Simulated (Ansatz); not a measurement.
# HfSiO4: Hf vacancy

Level of theory: PBEsol, collinear spin, scalar-relativistic; Ansatz, plane waves to 420 eV (PAW set soft_2), k-mesh 2×2×2.

The relaxed host crystal (Kohn–Sham gap 5.37 eV over the whole zone):

```cif
data_structure
_symmetry_space_group_name_H-M 'P 1'
_symmetry_Int_Tables_number 1
_cell_length_a 5.5281
_cell_length_b 5.5281
_cell_length_c 5.5281
_cell_angle_alpha 106.929
_cell_angle_beta 106.929
_cell_angle_gamma 114.685
_cell_volume 129.24
loop_
_atom_site_label
_atom_site_type_symbol
_atom_site_fract_x
_atom_site_fract_y
_atom_site_fract_z
_atom_site_occupancy
Hf1 Hf 0.00000 0.00000 0.00000 1
Hf2 Hf 0.75000 0.25000 0.50000 1
Si1 Si 0.25000 0.75000 0.50000 1
Si2 Si 0.50000 0.50000 0.00000 1
O1 O 0.13333 0.31813 0.81521 1
O2 O 0.06813 0.75292 0.68479 1
O3 O 0.06813 0.38333 0.31521 1
O4 O 0.50292 0.31813 0.18479 1
O5 O 0.68187 0.49708 0.81521 1
O6 O 0.61667 0.93187 0.68479 1
O7 O 0.24708 0.93187 0.31521 1
O8 O 0.68187 0.86667 0.18479 1
```

Supercell of 36 atoms, rows of the matrix [[1,0,1],[0,1,1],[-2,-2,-1]] times the cell vectors; Hf vacancy at (0.000, 0.000, 0.000) in fractions of the cell above. Atoms are relaxed at the host's cell, from a start shaken by 0.03 Å near the defect; charged cells sit in a uniform background. The cell loses 1 of its 6 Hf, so this is a heavily defective crystal.

How does the lattice relax around the defect, and where do the electrons go?

Distances from the empty Hf site (Å), by shell of the perfect crystal:

| shell | perfect crystal | charge 0 | charge -1 | charge -4 |
| --- | --- | --- | --- | --- |
| 4 O | 2.11 | 2.21 | 2.21 | 2.12 |
| 4 O | 2.25 | 2.44 | 2.46 | 2.52 |
| 2 Si | 2.98 | 2.98 | 2.96 | 2.90 |

```json
{"charge": "0", "moment of the cell (μB)": "4.00", "gap of the cell on the mesh (eV)": "0.00", "carriers": "in a band of the host or near its edge"}
{"charge": "-1", "moment of the cell (μB)": "3.00", "gap of the cell on the mesh (eV)": "0.00", "carriers": "in a band of the host or near its edge"}
{"charge": "-4", "moment of the cell (μB)": "0.00", "gap of the cell on the mesh (eV)": "4.19", "carriers": "none in the bands"}
```

On this mesh the host's own supercell has a gap of 5.38 eV.

At charges 0 and -1 a carrier lies in a band of the host or at its edge (levels aligned by the semicore states), so it isn't shown to be bound to the defect (semilocal functionals spread carriers too far and can miss a bound one), and no level is taken from those states. At charge 0 the unpaired electrons sit on atoms with moments (μB): 4 O of 0.43. At charge -1 the unpaired electrons sit on atoms with moments (μB): 4 O of 0.38.

No formation energy is given, since the neutral cell holds a carrier in a band.

Relaxed cell at charge -4:

```
HfSiO4 V_Hf charge -4
1.0
     0.0000    6.5820    0.0000
     6.5820    0.0000    0.0000
    -3.2910   -3.2910   -8.9492
Hf Si O
5 6 24
Direct
  0.0033 0.0029 0.0062
  0.6644 0.6640 0.3283
  0.7580 0.2575 0.5154
  0.4098 0.9093 0.8190
  0.0839 0.5834 0.1672
  0.2528 0.7524 0.5051
  0.9149 0.4145 0.8293
  0.5839 0.0834 0.1672
  0.1717 0.1713 0.3429
  0.8339 0.8334 0.6672
  0.4960 0.4956 0.9916
  0.7148 0.8950 0.7903
  0.3748 0.5598 0.1200
  0.0071 0.2154 0.4311
  0.3107 0.9947 0.6210
  0.9789 0.6622 0.9574
  0.6405 0.3328 0.2805
  0.3108 0.6259 0.6210
  0.9790 0.2949 0.9574
  0.6405 0.9473 0.2805
  0.4245 0.2153 0.4311
  0.0760 0.8950 0.7903
  0.7456 0.5598 0.1200
  0.7723 0.5913 0.5441
  0.4519 0.2428 0.9034
  0.1074 0.9216 0.2145
  0.3724 0.6884 0.3771
  0.0414 0.3566 0.7135
  0.7200 0.0269 0.0540
  0.0051 0.6883 0.3771
  0.6726 0.3565 0.7135
  0.3346 0.0268 0.0540
  0.1075 0.2925 0.2145
  0.7723 0.9525 0.5441
  0.4519 0.6602 0.9034
```

Caveats: at charge -4: net starting moment lost; semilocal functionals make gaps too small, which shifts levels too; small supercell, so energies and levels can be off by tenths of an eV; one random start near the defect, so other minima are possible.

Removing Hf⁴⁺ takes away the cation that held the surrounding oxygens, leaving four holes in the neutral cell. Charge -4 fills them all, giving a closed-shell O 2p manifold and no moment. The gap of 4.19 eV, against 5.38 eV in the host supercell, probably reflects occupied oxygen states raised by the loss of the cation's attractive potential.

At this charge the farther oxygens move out to 2.52 Å and the silicons move in to 2.90 Å, as expected around an effectively negative site. The nearer oxygens break this pattern: at 2.12 Å they are almost back at their host distance. Simple repulsion from the vacancy therefore isn't the whole story. The stiff Si–O bonds probably favour tilting and angular distortion of the silicate tetrahedra over a uniform expansion of the cavity.

The moments of 4.00 and 3.00 μB match one unpaired spin per hole, with a sizeable share on four oxygens. Without competing spin arrangements, they don't establish that parallel alignment is the ground state.
